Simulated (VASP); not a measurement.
# From an Ansatz input to VASP: BAs (zincblende)

Ansatz input

```yaml
crystal:
  lattice:
    - [0.0, 2.3918676085, 2.3918676085]
    - [2.3918676085, 0.0, 2.3918676085]
    - [2.3918676085, 2.3918676085, 0.0]
  atoms:
    - { symbol: B, position: [0.0, 0.0, 0.0] }
    - { symbol: As, position: [0.25, 0.25, 0.25] }
kpoints:
  mp_grid: { grid: [10, 10, 10] }
  band_path:
    path:
      - [0.0, 0.0, 0.0]
      - [0.5, 0.0, 0.5]
      - [0.5, 0.25, 0.75]
      - [0.375, 0.375, 0.75]
      - [0.5, 0.5, 0.5]
      - [0.625, 0.25, 0.625]
      - [0.0, 0.4, 0.4]
    npoints: 1
hamiltonian:
  xc: pbe
scf:
  occupations: { method: fermi_dirac, width: 0.02 }
  n_extra_bands: 8
magnetization:
  noncollinear: true
  spin_orbit: true
output:
  forces: true
  stress: true
  eigenvalues: true
```

Problem. Write VASP inputs for this cell and level of theory.

Solution. 

INCAR

```
EDIFF = 1E-7
MAGMOM = 0.0 0.0 0.0 0.0 0.0 0.0
NBANDS = 19
LREAL = .FALSE.
NELM = 120
IBRION = -1
SIGMA = 0.02
LSORBIT = .TRUE.
GGA_COMPAT = .FALSE.
LASPH = .TRUE.
ISIF = 2
LCHARG = .FALSE.
NSW = 0
PREC = Accurate
ENCUT = 520
LWAVE = .FALSE.
GGA = PE
ISMEAR = -1
```

KPOINTS

```
KPOINTS created by Atomic Simulation Environment
0
Gamma
10 10 10
0 0 0
```

KPOINTS_OPT

```
special points
7
Reciprocal
0.0000000000 0.0000000000 0.0000000000 1
0.5000000000 0.0000000000 0.5000000000 1
0.5000000000 0.2500000000 0.7500000000 1
0.3750000000 0.3750000000 0.7500000000 1
0.5000000000 0.5000000000 0.5000000000 1
0.6250000000 0.2500000000 0.6250000000 1
0.0000000000 0.4000000000 0.4000000000 1
```

POSCAR

```
B  As
 1.0000000000000000
     0.0000000000000000    2.3918676084804957    2.3918676084804957
     2.3918676084804957    0.0000000000000000    2.3918676084804957
     2.3918676084804957    2.3918676084804957    0.0000000000000000
 B   As
   1   1
Cartesian
  0.0000000000000000 -0.0000000000000000 -0.0000000000000000
  1.1959338042402479  1.1959338042402479  1.1959338042402479
```

VASP ran with the recommended PBE PAW datasets (8 valence electrons in the cell). Other inputs would serve too.

|  | Ansatz | VASP |
| --- | --- | --- |
| gap between bands v and c | 1.12 eV | 1.12 eV |
| least direct gap | 3.07 eV | 3.07 eV |

The two codes use different PAW datasets and cutoffs. VASP's cell holds 8 valence electrons and Ansatz's 18.
